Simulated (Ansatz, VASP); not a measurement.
## TaN in VASP and in Ansatz

The input INCAR:

```
PREC     = Accurate       # precision mode
ENCUT    = 520            # plane-wave cutoff, eV
EDIFF    = 1E-8           # SCF threshold, eV
ISMEAR   = -1             # smearing method
SIGMA    = 0.01           # smearing width, eV
LREAL    = False          # projectors in reciprocal space
LASPH    = True           # aspherical terms in the spheres
NELM     = 60             # most SCF steps
ALGO     = Normal         # electronic algorithm
ISIF     = 2              # what is computed and relaxed
LWAVE    = False          # write WAVECAR
LCHARG   = False          # write CHGCAR
GGA      = PS             # functional
LEFG     = True         
NBANDS   = 24             # bands
```

The input KPOINTS:

```
Automatic mesh
0
Gamma
  9 9 5
```

Contents of POSCAR:

```
TaN
1.0
    2.9585010578      0.0000000000      0.0000000000
   -1.4792505289      2.5621370732      0.0000000000
    0.0000000000      0.0000000000      4.9400000000
Ta N
2 2
Direct
    0.3333333333      0.6666666667      0.0000000000
    0.6666666667      0.3333333333      0.5000000000
    0.3333333333      0.6666666667      0.3850000000
    0.6666666667      0.3333333333      0.8850000000
```

Input for Ansatz:

```yaml
crystal:
  lattice:
    - [2.9585010578, 0.0, 0.0]
    - [-1.4792505289, 2.5621370732, 0.0]
    - [0.0, 0.0, 4.94]
  atoms:
    - { symbol: Ta, position: [0.3333333333, 0.6666666667, 0.0] }
    - { symbol: Ta, position: [0.6666666667, 0.3333333333, 0.5] }
    - { symbol: "N", position: [0.3333333333, 0.6666666667, 0.385] }
    - { symbol: "N", position: [0.6666666667, 0.3333333333, 0.885] }
kpoints:
  mp_grid: { grid: [9, 9, 5] }
scf:
  occupations: { method: fermi_dirac, width: 0.01 }
hamiltonian:
  xc: pbesol
  pseudopotentials: { kind: all_electron, datasets: crystal }
output:
  forces: true
  stress: true
  eigenvalues: true
  efg: { contact_densities: true }
```

Change from the starting cell: equal xx and yy strain of -3 %, crystal datasets.

Alike in both runs: task electric field gradients; functional PBEsol; k mesh 9 × 9 × 5; occupations fermi-dirac, width 0.01 eV; no spin polarisation.

|  | VASP | Ansatz |
| --- | --- | --- |
| version | VASP 6.6.1 | Ansatz 0.2.0 |
| potentials or method | VASP PAW PBE potentials, release 64 (Ta_pv, N) | all-electron PAW with datasets made for the crystal, scalar-relativistic |
| plane-wave cutoff (eV) | 520 | see its input |

Ansatz gave:

| Quantity | Value |
| --- | --- |
| pressure (GPa) | 172.8 |
| largest component of the traceless stress (GPa) | 34.19 |
| rms of the force components (eV/Å) | 2.389 |
| Vzz of the field gradient on the site that differs most (V/Å²) | 156.6 |

Q: Estimate VASP's values.

A: Pressure (GPa): 180.8; largest component of the traceless stress (GPa): 35.68; rms of the force components (eV/Å): 2.467; Vzz of the field gradient on the site that differs most (V/Å²): 170.5.

Atom by atom the forces differ by 0.078 eV/Å (rms over components). Ansatz ran all-electron here, so the differences hold the error of VASP's frozen core and of both bases. Ansatz warned: «gradients_without_spin_orbit».

Caveats: the cell as given lies far from equilibrium; so large a pressure means that the cell lies far from this level's equilibrium, or that cutoff or potentials fall short (VASP); the potentials were made for another functional, which shifts forces and pressure (VASP). The runs have no spin-orbit coupling, so splittings on Ta are missing.
